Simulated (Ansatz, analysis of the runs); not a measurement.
# Transmission past a defect: Ta wire along [111], 3 atoms a period, Al in place of one Ta, part 3 of 3

Wanted: the relaxed defect and the transmission past it, beside the channels of the perfect wire.

Ansatz 0.2.0; DFT PBE, plane waves, PAW; relaxation of a wire's period (the session's first sound run).

So far, conductance of the lead as this run defines it (G₀): step 3 (the wire at its relaxed period) 6.36.

## (4) Relaxing the junction (continued)

Level of this step: DFT PBE, plane waves, PAW; relaxation of a junction in a wire, ends held (Ansatz).

Step by step:

| step | energy less that of the first step (eV) | largest force component (eV/Å) |
| --- | --- | --- |
| 1 | 0.0000 | 0.8653 |
| 2 | -0.1812 | 0.4364 |
| 3 | -0.3750 | 0.4853 |
| 4 | -0.6710 | 0.4387 |
| 5 | -1.0870 | 0.5074 |
| 6 | -1.5091 | 0.4134 |
| 7 | -1.8983 | 0.3487 |
| 8 | -2.1197 | 0.3092 |
| 9 | -2.2713 | 0.1298 |
| 10 | -2.3105 | 0.0980 |
| 11 | -2.3422 | 0.2453 |
| 12 | -2.3672 | 0.3509 |
| 13 | -2.4012 | 0.2307 |
| 14 | -2.4413 | 0.2039 |
| 15 | -2.4779 | 0.1199 |
| 16 | -2.5137 | 0.1146 |
| 17 | -2.5503 | 0.0842 |
| 18 | -2.5839 | 0.0919 |
| 19 | -2.5791 | 0.2029 |
| 20 | -2.5956 | 0.0906 |
| 21 | -2.5976 | 0.0497 |
| 22 | -2.5976 | 0.0497 |

Relaxation step 19 was tried and not accepted.

The atoms that moved most (Å):

| atom | dx | dy | dz | length |
| --- | --- | --- | --- | --- |
| Ta12 | -0.731 | -1.520 | -0.518 | 1.764 |
| Ta17 | -0.782 | -0.871 | -0.396 | 1.236 |
| Al14 | 0.566 | 0.810 | 0.647 | 1.181 |
| Ta11 | 0.904 | -0.069 | 0.594 | 1.084 |
| Ta10 | -0.624 | 0.718 | 0.045 | 0.953 |
| Ta18 | -0.520 | 0.601 | -0.505 | 0.942 |
| Ta16 | 0.789 | -0.452 | -0.007 | 0.909 |
| Ta13 | -0.391 | 0.675 | 0.415 | 0.884 |

Numbers from this step:

```
energy at zero smearing : -258711.7943 eV
```

The largest force component on a free atom ends at 0.050 eV/Å, under the limit of 0.06. Al ends nearest to Ta at 2.70 Å, Ta at 2.71 Å, Ta at 2.90 Å, Ta at 2.96 Å and Ta at 3.01 Å. 8 atoms of the wire itself, hydrogen apart, moved by over 0.45 Å, up to 1.76 Å.

## (5) Transmission between the leads

This step: DFT PBE, plane waves, PAW; transmission of a junction in a wire (Ansatz 0.2.0).

The cell is now read as a scatterer between two semi-infinite leads, named by two sites one period apart. The scattering states in its self-consistent potential are matched to the leads' states at each energy. One point across is taken, as for a wire in vacuum.

The input, input.yaml:

```yaml
crystal:
  lattice:
    - [9.148, 0.0, 0.0]
    - [0.0, 9.511, 0.0]
    - [0.0, 0.0, 24.2333501969]
  atoms:
    - { symbol: Ta, position: [0.380367183, 0.371990335, 9.7781e-05] }
    - { symbol: Ta, position: [0.380367183, 0.627985341, 0.036939256] }
    - { symbol: Ta, position: [0.610887247, 0.499987838, 0.074074074] }
    - { symbol: Ta, position: [0.380367183, 0.371990335, 0.111208892] }
    - { symbol: Ta, position: [0.380367183, 0.627985341, 0.148050367] }
    - { symbol: Ta, position: [0.610887247, 0.499987838, 0.185185185] }
    - { symbol: Ta, position: [0.380367183, 0.371990335, 0.222320003] }
    - { symbol: Ta, position: [0.380367183, 0.627985341, 0.259161478] }
    - { symbol: Ta, position: [0.610887247, 0.499987838, 0.296296296] }
    - { symbol: Ta, position: [0.3121072039, 0.4475305256, 0.3353027294] }
    - { symbol: Ta, position: [0.4791873146, 0.6207308046, 0.3947948379] }
    - { symbol: Ta, position: [0.5309758524, 0.340195131, 0.38603302] }
    - { symbol: Ta, position: [0.3376138831, 0.4430032701, 0.4616530018] }
    - { symbol: Al, position: [0.4422011932, 0.7131387476, 0.5080849644] }
    - { symbol: Ta, position: [0.6091250669, 0.486404597, 0.4851398502] }
    - { symbol: Ta, position: [0.4666378987, 0.3245152275, 0.555363213] }
    - { symbol: Ta, position: [0.29485669, 0.5364130797, 0.5761450218] }
    - { symbol: Ta, position: [0.5540837238, 0.5632082048, 0.6087875113] }
    - { symbol: Ta, position: [0.380367183, 0.371990335, 0.666764447] }
    - { symbol: Ta, position: [0.380367183, 0.627985341, 0.703605923] }
    - { symbol: Ta, position: [0.610887247, 0.499987838, 0.740740741] }
    - { symbol: Ta, position: [0.380367183, 0.371990335, 0.777875559] }
    - { symbol: Ta, position: [0.380367183, 0.627985341, 0.814717034] }
    - { symbol: Ta, position: [0.610887247, 0.499987838, 0.851851852] }
    - { symbol: Ta, position: [0.380367183, 0.371990335, 0.88898667] }
    - { symbol: Ta, position: [0.380367183, 0.627985341, 0.925828145] }
    - { symbol: Ta, position: [0.610887247, 0.499987838, 0.962962963] }
kpoints:
  mp_grid: { grid: [1, 1, 4] }
scf:
  occupations: { method: fermi_dirac, width: 0.05 }
hamiltonian:
  xc: pbe
output:
  transmission:
    e_range: [-1.26, 1.26]
    de: 0.035
    kmesh: [1, 1]
    reduced_basis: true
    leads: [[24, 0]]
  dos: { projected: true, e_range: [-4, 3] }
  write_potential: true
  write_density: true
  volumetric_format: npy
  elf: true
basis:
  ecutwfc: "350 eV"
```

On the command line:

```sh
ansatz run input.yaml --threads 4 --pin off --max-ram 16384MiB --backend cpu --events-out ev --progress --plain --runs-dir out
```

Numbers of over 12 decimals in the logs are rounded to 6 here.

The log of the run:

```text
[...]
Crystal: 27 atoms, lattice volume = 2108.462 Å³
Basis set: ecut = 350 eV, 31339 PW (Γ)
Bands: 205, of which v1, the nominal top of the filled ones, is band 171 counted from 1 (170 counted from 0)
Symmetry: 1 space group operations
[...]
k-points: 3 of 4 (time reversal used)
[...]
SCF iter   1: F=—  HF=-258712.260607 eV  |F-HF|=—  |Δ(HF+E_count)|=         —  Δρ=7.85e-3  dr2=5.20e0  ethr=1.77e-3  ⟨swp⟩=10.7  Hψ=3020  notcnv=0
[...]
SCF iter  11: F=-258711.948269 eV  HF=-258711.948269 eV  |F-HF|=1.24e-8  |Δ(HF+E_count)|=   4.13e-8  Δρ=7.11e-7  dr2=3.58e-8  ethr=2.93e-11  ⟨swp⟩=9.3  Hψ=1433  notcnv=0
SCF 1 converged in 11 iterations: F = -258711.948269 eV  dr2 = 3.58e-8
[...]
transmission: 29 of 174 steps passed
transmission: 58 of 174 steps passed
[...]
transmission: 174 of 174 steps passed
WARN: The output density's exchange-correlation potential varies sharply where the density is thin. Do not read a vacuum level from v_tot or v_xc, or from such a field of the output density. On a cell that repeats whose density bears no net charge and no dipole along the vacuum's axis use v_es (v_loc + v_h of the components); under efield.dipole_correction with no amplitude use v_es + v_field, which holds any externa [...]
SCF converged after 11 iterations
Free energy (F): -258711.948269 eV
[...]
Internal energy: -258711.604413 eV  (E = F + TS)
E sigma→0 (E₀):  -258711.776341 eV
Entropy (-TS):   -0.343855 eV (-12.735 meV/atom)
Fermi energy:    1.635463 eV
[...]
--- Band table (eV) ---
  k-point 0: bands = [... 167 lower, 1.5130, 1.5665, 1.5797, 1.6371, 1.6952, 1.7291, 1.7981, 1.8461, ... 30 higher]
  k-point 1: bands = [... 167 lower, 1.5002, 1.5470, 1.5792, 1.6330, 1.6919, 1.7238, 1.7920, 1.8252, ... 30 higher]
  k-point 2: bands = [... 167 lower, 1.4949, 1.5200, 1.6070, 1.6362, 1.6578, 1.7213, 1.7308, 1.8410, ... 30 higher]
--- Transmission ---
  basis      : 635 plane waves across, 29 finite elements along
  points     : 1, standing for a mesh of 1 x 1
[...]
crystal 0  : Ta3, at the sites [24, 0], period 2.6926 Å, over 16.16 Å; its Hamiltonian steps by up to 38.2 meV: too much for a lead, lay more layers or, if its atoms are ordered, name the step of that order
[...]
filled         : 16.4 meV over the level at which it is neutral
    channels       : 7.000000e0 a spin
[...]
junction   : crystal 0 to crystal 0, -0.20 to 21.34 Å
    transmission   : 2.042645e0 a spin
    error estimate : 1.240188e-3 a spin from the reduction of the transverse basis, at the most 1.584229e-2 at 0.630000 eV
    conductance    : 1.6835e14 S/m² at 300 K (1.6630e14 on every other energy)
    error estimate : 1.2 % from the energy spacing and 47.8 % from band edges of the leads and from resonances (wavevectors taken as independent; lower de), 0.2 % from the reduction of the transverse basis, 37.9 % from the steps of its leads' Hamiltonians or their offsets (lay more layers), 0.5 % from the distance to neutral
    resistance     : 4.0609e-3 Ω µm² beyond half of each lead's own
```

It took 3 min on 4 threads of Arm Neoverse V2, shared host; peak memory 3.5 GiB; 11 min of CPU time.

This step gave:

| Property | Result |
| --- | --- |
| energy at zero smearing | -258711.7763 eV |
| transmission at the energy nearest the Fermi level, one spin | 2.043 |
| step of the lead's Hamiltonian | 38.2 meV |
| conductance of the junction | 1.890 G₀ |

Table of transmission, one spin by energy, zero at the Fermi level:

energy (eV), transmission, one spin and a bar:
```
   -1.190       0.46 ####
   -1.085       1.00 ##########
   -1.015       0.92 #########
   -0.910       0.44 ####
   -0.805       0.11 
   -0.700       1.00 ##########
   -0.595       0.48 ####
   -0.490       1.12 ############
   -0.385       1.43 ###############
   -0.315       1.46 ################
   -0.210       1.07 ###########
   -0.105       1.78 ###################
    0.000       2.04 ######################
    0.070       2.10 #######################
    0.105       1.61 #################
    0.210       1.33 ##############
    0.315       1.42 ###############
    0.385       1.35 ##############
    0.490       2.13 #######################
    0.595       2.41 ###########################
    0.665       2.70 ##############################
    0.700       2.67 ##############################
    0.805       2.23 #########################
    0.910       2.24 #########################
    1.015       1.90 #####################
    1.085       1.69 ##################
    1.190       1.33 ##############
```

Table of open channels of the lead, one spin by energy, zero at the Fermi level:

| energy (eV) | open channels of the lead, one spin |
| --- | --- |
| -1.190 | 2 |
| -1.085 | 2 |
| -1.015 | 2 |
| -0.910 | 2 |
| -0.805 | 2 |
| -0.700 | 3 |
| -0.595 | 3 |
| -0.490 | 3 |
| -0.385 | 5 |
| -0.315 | 3 |
| -0.210 | 5 |
| -0.105 | 7 |
| 0.000 | 7 |
| 0.105 | 5 |
| 0.210 | 3 |
| 0.315 | 3 |
| 0.385 | 4 |
| 0.490 | 6 |
| 0.595 | 7 |
| 0.700 | 7 |
| 0.805 | 5 |
| 0.910 | 7 |
| 1.015 | 7 |
| 1.085 | 7 |
| 1.190 | 6 |

Projected DOS an atom over height of the atomic layer and energy from the Fermi level.  broadened by a Gaussian of 0.15 eV, since few k-points sample the long cell.

Ten even steps from '_' (0.24 states/eV) to '@' (2.13 states/eV), each cell a mean:
```
====++++++::++==++++++====::**++##++++**--++++======
++==++==++==**++##++**++**::++==++++++**--++++====++
**++**++**####**@@%%**##@@--++==++**++**++++********
####**##%%##**##%%%%**##@@::##++**##++**%%##**##%%**
++****++++%%**==++********--##++**##++**##**++++**##
++**##====##**--++==++======**====@@++##**++++**++**
****##%%****##++++====----::==----######******####**
**++++%%##++==##**++----==--------**##**==**%%**++**
**++++++**==--++##======++==--++==++++==++****++++**
++++**++==++==--++--++++##--**@@**==++++**++==++++++
********++++++==++====++==..##%%**--****++++++****++
##****####**%%@@##%%**##==..++++****%%%%++******####
@@@@%%@@@@%%@@@@##%%##****..##==**%%%%@@@@@@@@@@@@@@
**######**##**++******====..##====**++**%%######**##
--====----==--============::##**++++----====------==
------::::::::==--==--====::++====----::::::..::::--
......__....::::::========..==----::::..__..__......
________....::::----==--==__--::::..............____
......------------::------__------------------::::::
++==++++++++====------==++__--==++++++==++==========
--====--------::::--::--::__..::::::--::------======
::::::..................____..______..........::..::
```
Columns: height of the atomic layer (Å) from 0.00237 to 23.3 (not evenly spaced); rows upwards: energy from the Fermi level (eV) from -3.98 to 1.47.

Electrostatic potential energy in the cb plane at fractional x = 0.380, with atoms of Ta within 0.2 Å of it. With pseudopotentials it is smooth inside the atoms' cores, unlike the true potential.

Ten even steps from '0' (-58 eV) to '9' (6 eV), each cell a mean:
```
99999999999999999999999999999999999999999999
99999999999999999999999999999999999999999999
99999999999999999999999999999999999999999999
99999999999999999999999999999999999999999999
99999999999999999999998889999999999999999999
89999888999999999999986678999999999888999988
68998656789999888999976667999999987656799865
36886201479998877899976678999999985202588631
05874000379998766799988788888999973000478510
16885100479998766889999998766789984100478620
57987544688888888888789998655689987544789864
89988878886567899864457998655689988878899887
98766789874236899741026898877888766789986668
87411368874236899740026898888987411478852126
86200158986567899864347887678986100168730004
86300158998888999987778876557886200268740004
88633478999999999999999875557887533578864346
99877789999999999999999987678999877889987778
99999999999999999999999998889999999999999999
99999999999999999999999999999999999999999999
99999999999999999999999999999999999999999999
99999999999999999999999999999999999999999999
99999999999999999999999999999999999999999999
99999999999999999999999999999999999999999999
```
Columns run along c (16.0 Å, from fractional 0.17 to 0.83 of the cell; values clipped at the 3rd and 97th percentile), rows up along b (9.5 Å). Atoms in or near the plane, at fractional coordinates: Ta at (0.22, 0.37), Ta at (0.26, 0.63), Ta at (0.67, 0.37), Ta at (0.70, 0.63), Ta at (0.78, 0.37), Ta at (0.81, 0.63).

Valence density in the cb plane at fractional x = 0.380, with atoms of Ta within 0.2 Å of it. It is the smooth field of the valence electrons, not physical close to the nuclei.

Ten even steps from '0' (0.0 e/Å³) to '9' (4.3 e/Å³), each cell a mean:
```
00000000000000000000000000000000000000000000
00000000000000000000000000000000000000000000
00000000000000000000000000000000000000000000
00000000000000000000000000000000000000000000
00000000000000000000000000000000000000000000
00000000000000000000000000000000000000000000
10000122100000000000000000000000000122000012
62002798300000010000000000000000003797300159
93114989610000121000000000000000015989511389
72113899510000121100000000122100014898310279
21001354210011111001100000133210001353100125
00001111111221100113420000133100001111000111
00122110013652100148962000111100122110001221
01378510013652100148972001111001478410126862
02699930001321000125531001211002899821159995
01699820000000000001100012321002799720149994
00256300000000000000000002321000365310014641
00001000000000000000000001110000010000000100
00000000000000000000000000000000000000000000
00000000000000000000000000000000000000000000
00000000000000000000000000000000000000000000
00000000000000000000000000000000000000000000
00000000000000000000000000000000000000000000
00000000000000000000000000000000000000000000
```
Columns run along c (16.0 Å, from fractional 0.17 to 0.83 of the cell), rows up along b (9.5 Å). Atoms in or near the plane, at fractional coordinates: Ta at (0.22, 0.37), Ta at (0.26, 0.63), Ta at (0.67, 0.37), Ta at (0.70, 0.63), Ta at (0.78, 0.37), Ta at (0.81, 0.63).

ELF in the cb plane at fractional x = 0.380, with atoms of Ta within 0.2 Å of it. It is the smooth field of the valence electrons, not physical close to the nuclei.

Ten even steps from '0' (0.00) to '9' (0.91), each cell a mean:
```
00000000000000000000111110000000000000000000
00000000000000000124567664310000000000000000
22211000111000001357899987642100000012222111
34432111122110012468999998753211111123444222
34542111223221112478999999864322211123454211
33542112223321112368997578875444310122344211
53432466323432111247873248875455311465333235
74334777623542222135763357754455425777533367
75335614733653343234666666433455427515633572
75324756634554333344445553234445425656523475
42443565333334333443222431255435533564234346
23444433433443455335641332244335444433344444
53234445435663354256673354333333234445422443
42577633325764354367673355444543577633346774
33742752323553455356752333434534733743375256
33754752332234445432223324543333744743366466
43578622443344445542234324553332687523347863
43343101344444334544455323333443343124433321
54321101333333333444455322223454322124543211
44432111222222223333333322223455432234543211
33321100111111222111112222223444432223332211
11110000000001110000000001112233221111111100
00000000000000000000000000000000000000000000
00000000000000000000000000000000000000000000
```
Columns run along c (16.0 Å, from fractional 0.17 to 0.83 of the cell), rows up along b (9.5 Å). Atoms in or near the plane, at fractional coordinates: Ta at (0.22, 0.37), Ta at (0.26, 0.63), Ta at (0.67, 0.37), Ta at (0.70, 0.63), Ta at (0.78, 0.37), Ta at (0.81, 0.63).

By hand: the program gives 1.6835 × 10^14 S/m² over the cell's cross-section of 87.01 Å² = 8.701 × 10^-19 m², so one cell conducts 1.465 × 10^-4 S. Divided by G0 = 2e²/h = 7.748 × 10^-5 S this is 1.89 G0, a resistance of 6.83 kΩ.

The conductance is 1.89 G₀, with 7 channels a spin open in the lead. The lead's Hamiltonian steps by 38.2 meV, which the program calls too much for a lead. The largest term of the program's error estimate is 48 %.

## (6) Conductance and thermopower from T(E)

This step: Landauer integrals over the computed T(E), interpolated linearly between its energies (analysis of the runs above).

Conductance and thermopower are moments of T(E) over the thermal window; sliding the window along E stands for a gate that leaves T(E) rigid.

This step gave:

```
conductance at 300 K, interpolated from T(E) : 1.859 G₀
thermopower at 300 K                         : 4.038 μV/K
Lorenz number over L0                        : 0.9330
```

T(E) held rigid; rough near sharp steps of T(E). Conductance at 300 K against shift of the leads' level:

shift of the leads' level (eV), conductance at 300 K (G₀) and a bar from the least value:
```
   -0.900       0.40 #
   -0.850       0.30 
   -0.800       0.34 #
   -0.750       0.57 ####
   -0.700       0.75 ######
   -0.650       0.68 #####
   -0.600       0.56 ####
   -0.550       0.56 ####
   -0.500       0.82 #######
   -0.450       1.18 ############
   -0.400       1.34 ##############
   -0.350       1.36 ##############
   -0.300       1.24 #############
   -0.250       1.08 ###########
   -0.200       1.12 ###########
   -0.150       1.34 ##############
   -0.100       1.66 ##################
   -0.050       1.86 #####################
    0.000       1.86 #####################
    0.050       1.79 ####################
    0.100       1.68 ###################
    0.150       1.49 ################
    0.200       1.31 ##############
    0.250       1.11 ###########
    0.300       1.18 ############
    0.350       1.39 ###############
    0.400       1.67 ##################
    0.450       1.99 #######################
    0.500       2.18 #########################
    0.550       2.27 ###########################
    0.600       2.28 ###########################
    0.650       2.38 ############################
    0.700       2.52 ##############################
    0.750       2.41 #############################
    0.800       2.20 ##########################
    0.850       2.08 ########################
    0.900       2.14 #########################
```

T(E) held rigid; rough near sharp steps of T(E). Table of thermopower at 300 K by shift of the leads' level:

| shift of the leads' level (eV) | thermopower at 300 K (μV/K) |
| --- | --- |
| -0.900 | 41.9 |
| -0.800 | -61.6 |
| -0.750 | -56.0 |
| -0.650 | 23.9 |
| -0.550 | -29.5 |
| -0.450 | -31.2 |
| -0.400 | -9.62 |
| -0.300 | 18.1 |
| -0.200 | -17.4 |
| -0.150 | -29.6 |
| -0.050 | -7.96 |
| 0.050 | 5.78 |
| 0.150 | 16.8 |
| 0.200 | 22.0 |
| 0.300 | -19.8 |
| 0.400 | -27.6 |
| 0.450 | -18.4 |
| 0.550 | -3.41 |
| 0.650 | -9.09 |
| 0.750 | 9.78 |
| 0.800 | 12.1 |
| 0.900 | -1.13 |

The two levels move by half the bias each and T(E) is held rigid. Table of current from the zero-bias T(E) by bias:

| bias (V) | current from the zero-bias T(E) (μA) |
| --- | --- |
| 0.000 | 0 |
| 0.100 | 14.3 |
| 0.200 | 27.9 |
| 0.300 | 39.8 |
| 0.400 | 50.0 |
| 0.500 | 58.8 |
| 0.600 | 67.6 |
| 0.700 | 77.7 |
| 0.800 | 88.8 |
| 0.900 | 101 |
| 1.000 | 113 |
| 1.100 | 124 |
| 1.200 | 135 |
| 1.300 | 146 |
| 1.400 | 159 |
| 1.500 | 171 |
| 1.600 | 182 |
| 1.700 | 191 |
| 1.800 | 201 |
| 1.900 | 211 |

By hand, Mott's formula: S = −(π²k²T/3e) d ln T/dE, and π²k²T/3e = 7.33 μV/K × eV at 300 K. The computed T is 1.89 at -0.070 eV and 2.10 at +0.070 eV, so d ln T/dE ≈ 0.747 per eV and S ≈ -5.48 μV/K, against 4.04 from the integrals. The signs differ: ln T is not straight over the thermal window, so the sign is not firm.

The thermopower is 4.04 μV/K. The Lorenz ratio is 0.93, where the Wiedemann-Franz law gives 1. Moving the level by up to 0.1 eV either way gives -23 to 14 μV/K.

## (7) Outcome

```yaml
conductance_of_the_perfect_wire: 6.36 G₀
conductance_al_in_place_of_one_ta: 1.89 G₀
thermopower_al_in_place_of_one_ta: 4.04 μV/K
```

In words: Summed over the computed window, 30 % of the lead's open channels pass the defect; the conductance at 300 K is 1.89 G₀. With Al in place of one Ta, 32 % of the conductance of that run's own lead (5.97 G₀) is left. Transport is coherent and elastic here: the atoms are frozen, so scattering by vibrations plays no part. With Al in place of one Ta several atoms of the wire itself moved far in the relaxation, so the changed stretch between the held leads may scatter as well as the defect. The free region is short: held atoms still bear up to 1.3 eV/Å after a relaxation. Spin-orbit coupling is left out, which matters for the bands of heavy atoms. In 1 run the program finds the step of the lead's Hamiltonian too large, so longer leads may change the transmission. One term of the program's error estimate for a conductance, of a junction or of the perfect wire, reaches 48 % in this session. A junction with open d shells ran without spin, after the few moments seeded in its relaxation died away; moments on all d atoms were not tried. A cutoff under the files' recommended one was taken to save time; its effect on T(E) was not tested here. A cell with an odd number of electrons ran without spin; a level of the scatterer near the Fermi level could split if spin were allowed.

[Logs are printed without paths, hosts, clocks, repeated set-up lines and the standing remarks that a program may print on its own settings, such as how far it seeks lower states.]

[Hosts, paths, dates, database ids (printed as entryN), source tags and the programs' standing remarks are cut or masked in the printed files.]
